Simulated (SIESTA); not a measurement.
# TePt under changes of volume

One of the cells (22.651 Å³/atom); the others are scaled copies at fixed shape and fractional positions:

```xyz
4
Lattice="1.9816 1.1441 6.6610 -1.9816 1.1441 6.6610 0.0000 -2.2881 6.6610" Properties=species:S:1:pos:R:3 pbc="T T T"
Pt    0.0000    0.0000    2.5911
Pt    0.0000    0.0000   17.3920
Te    0.0000    0.0000    8.0332
Te    0.0000    0.0000   11.9499
```

| Quantity | Value |
| --- | --- |
| Program | SIESTA 5.4.2 |
| Functional | LDA |
| Potentials or basis | PseudoDojo 0.4 standard (LDA files) |
| Basis | DZP (energy shift 0.003 Ry; two zetas on semicore shells) |
| Grid cutoff | 800 Ry |
| Energy shift | 0.003 Ry |
| k mesh | 8 × 8 × 8 |
| Occupations | fermi-dirac, width 0.05 eV |
| Spin | no spin polarisation |

```tsv
volume (Å³/atom)	energy over the lowest point (meV/atom)	pressure (GPa)	largest force (eV/Å)
21.292	41.28	10.2	1.341
21.745	17.85	6.5	0.996
22.198	?	?	?
22.651	0.00	0.2	0.744
23.104	3.45	-2.5	0.720
23.557	13.99	-4.9	0.694
24.010	30.78	-6.9	0.669
```

**Question.** What does the run at 22.198 Å³/atom give?

**Answer.** Energy over the lowest point 4.48 meV/atom; pressure 3.1 GPa; largest force 0.772 eV/Å.

Worked out: A Birch-Murnaghan fit of order 3 (a polynomial in V^(-2/3)) to the other rows has its minimum at 22.67 Å³/atom with B0 = V·E''(V) = 140 GPa and B' = 4.9 at fixed shape and positions, which overstates the stiffness. It gives 4.46 meV/atom at 22.198 Å³/atom, against the run's 4.48, and -dE/dV = 3.1 GPa, against 3.1.

Energies are extrapolated to zero smearing.

Caveats: short orbitals over semicore shells can move pressures by several GPa; the basis of atomic orbitals isn't converged, which shifts pressures, moduli and gaps; forces of over 1 eV/Å show positions far from the minimum, so gaps and moduli don't describe the material at rest (some runs).
